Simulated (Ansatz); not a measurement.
**FePt (Tetraferroplatinum): equation of state with wPBEh**

Crystal: FePt (Tetraferroplatinum).

```xyz
2
Lattice="2.7235 0.0000 0.0000 0.0000 2.7235 0.0000 0.0000 0.0000 3.7200" Properties=species:S:1:pos:R:3 pbc="T T T"
Pt    1.3618    1.3618    1.8600
Fe    0.0000    0.0000    0.0000
```

```json
{"Program": "Ansatz 0.2.0", "Task": "equation of state", "Functional": "wPBEh", "Potentials or basis": "Ansatz PAW", "Cutoff": "420 eV", "Density cutoff": "1680 eV", "k mesh": "5 × 5 × 4", "Occupations": "fermi-dirac, width 0.05 eV", "Spin": "collinear spin, ferromagnetic start", "Starting moments": "[0.0, 3.0] μB"}
```

| Quantity | Value |
| --- | --- |
| Equilibrium volume | 14.32 Å³/atom |
| Bulk modulus at fixed shape and positions | 213 GPa |
| Pressure derivative of the bulk modulus | 4.2 (rough: it moves with the points fitted) |

Energy against volume, from the lowest point:
```tsv
volume (Å³/atom)	energy (meV/atom)
12.969	101.52
13.245	62.15
13.521	33.11
13.796	13.72
14.072	3.02
14.348	0.00
14.624	3.95
```

All runs of the series together: 3.6 min on 2 threads of Arm Neoverse V1, with other jobs on the host.

Caveat: the k mesh is coarse (spacing up to 0.46 Å⁻¹), so the values aren't converged; the magnetic or orbital state may not be the lowest; the cell was scaled at fixed shape and fractional positions, which overstates the stiffness of a crystal with free parameters, most of all of layers and chains. Spin-orbit coupling is left out, which matters for the levels of Pt.
